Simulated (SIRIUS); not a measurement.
# MoP under changes of volume

One of the cells (14.640 Å³/atom); the others are scaled copies at fixed shape and fractional positions:

```
CELL_PARAMETERS angstrom
3.24434 0.00000 0.00000
-1.62217 2.80969 0.00000
0.00000 0.00000 3.21213
ATOMIC_POSITIONS crystal
Mo 0.00000 0.00000 0.00000
P 0.33333 0.66667 0.50000
```

```yaml
Program: SIRIUS 7.10.0
Functional: PBEsol
Potentials_or_basis: PseudoDojo 0.4.1 PBEsol standard (scalar relativistic)
Cutoff: 1102 eV
Density_cutoff: 4408 eV
k_mesh: 10 × 10 × 8
Occupations: fermi-dirac, width 0.05 eV
Spin: no spin polarisation
```

```csv
volume (Å³/atom),energy over the lowest point (meV/atom),pressure (GPa)
13.492,23.21,12.3
13.779,6.57,6.4
14.066,0.00,1.1
14.640,13.00,-8.0
14.927,?,?
15.214,55.07,-15.2
```

What does the run at 14.927 Å³/atom give?

Energy over the lowest point 30.79 meV/atom; pressure -11.8 GPa.

Worked out: A Birch-Murnaghan fit of order 3 (a polynomial in V^(-2/3)) to the other rows has its minimum at 14.13 Å³/atom with B0 = V·E''(V) = 242 GPa and B' = 4.4 at fixed shape and positions, which overstates the stiffness. It gives 30.79 meV/atom at 14.927 Å³/atom, against the run's 30.79, and -dE/dV = -11.8 GPa, against -11.8.

Energies are extrapolated to zero smearing.
